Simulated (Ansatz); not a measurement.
# Elastic constants of CaF₂ at 35 GPa (stress–strain coefficients): input and output

Theory: Ansatz 0.2.0, DFT LDA, scalar-relativistic, plane waves, PAW.

Launched with:
```bash
ansatz run input.yaml --threads 1 --pin off --max-ram 3072MiB --backend cpu --events-out ev --progress --plain --runs-dir out
```

Input (bare energies are in eV):
```yaml
crystal:
  lattice:
    - [0.0, 2.4804543675, 2.4804543675]
    - [2.4804543675, 0.0, 2.4804543675]
    - [2.4804543675, 2.4804543675, 0.0]
  atoms:
    - { symbol: Ca, position: [0.0, 0.0, 0.0] }
    - { symbol: F, position: [0.25, 0.25, 0.25] }
    - { symbol: F, position: [0.75, 0.75, 0.75] }
basis:
  ecutwfc: 420
kpoints:
  mp_grid: { grid: [8, 8, 8] }
hamiltonian:
  xc: lda
scf:
  occupations: { method: fixed }
output:
  forces: true
  stress: true
  eigenvalues: true
elastic:
  mode: relaxed_ion
  stencil: two_point
```

From the output:
```
--- Elastic constants: 2 strain directions × 2 members + reference (group order 48) ---
  dense FFT box of the reference and of every strained cell: 24×24×24
  strains applied: 11, 23; error gains: componentwise 1.00 (the most a stress slope's error grows in a printed constant), spectral 1.73 (1 for all six strains in a standard setting)
  C = ∂σ_k/∂η_j (tension-positive GPa; Voigt order 11 22 33 23 13 12):
       348.672    191.254    191.254     -0.000     -0.000      0.000
       191.254    348.672    191.254      0.000     -0.000     -0.000
       191.254    191.254    348.672      0.000      0.000     -0.000
         0.000      0.000      0.000     52.660     -0.000     -0.000
         0.000     -0.000      0.000      0.000     52.660      0.000
        -0.000      0.000     -0.000      0.000     -0.000     52.660
  reference stress σ⁰ (GPa):    -34.999    -34.999    -34.999      0.000      0.000     -0.000
  C* (energy form; C + prestress term) asymmetry max|C*_kj − C*_jk| = 1.274e-16 GPa — a small one proves nothing (zero by symmetry where the batch's group is 432, −43m or m−3m); a large one is finite-difference/SCF noise where every solve ...
  moduli (Voigt/Reuss/Hill, GPa): K = 243.73/243.73/243.73   G = 63.08/60.69/61.89   E = 171.17   ν = 0.383
  mechanically stable: yes (min eigenvalue of sym C = 52.66 GPa)
  strain η (Voigt 11):  stress-route row diagonal C_11 = 348.67 GPa, energy-path curvature d²(F+E_count+ΔE)/dδ²/Ω₀ = 351.19 GPa
         δ    σ_11 (GPa) F (eV) n_scf n_hpsi n_pw
    -2.000e-3     -35.6980       -3365.9919892       7   17391    609   relax 0 steps, max|allowed force component| 5.55e-17 eV/Å
     2.000e-3     -34.3033       -3366.0186182       5   12927    609   relax 0 steps, max|allowed force component| 5.55e-17 eV/Å
  strain η (Voigt 23):  stress-route row diagonal C_44 = 52.66 GPa, energy-path curvature d²(F+E_count+ΔE)/dδ²/Ω₀ = 72.68 GPa
         δ    σ_23 (GPa) F (eV) n_scf n_hpsi n_pw
    -2.000e-3      -0.1053       -3366.0054297       2   13260    609   relax 3 steps, max|allowed force component| 4.03e-8 eV/Å
     2.000e-3       0.1053       -3366.0054297       2   13245    609   relax 2 steps, max|allowed force component| 6.10e-8 eV/Å
```

It took 23 s on 1 thread of Intel(R) Xeon(R) Platinum 8375C CPU @ 2.90GHz (Ice Lake), with other jobs on the host, peak memory 0.37 GiB.

The real crystal has changed phase below this pressure.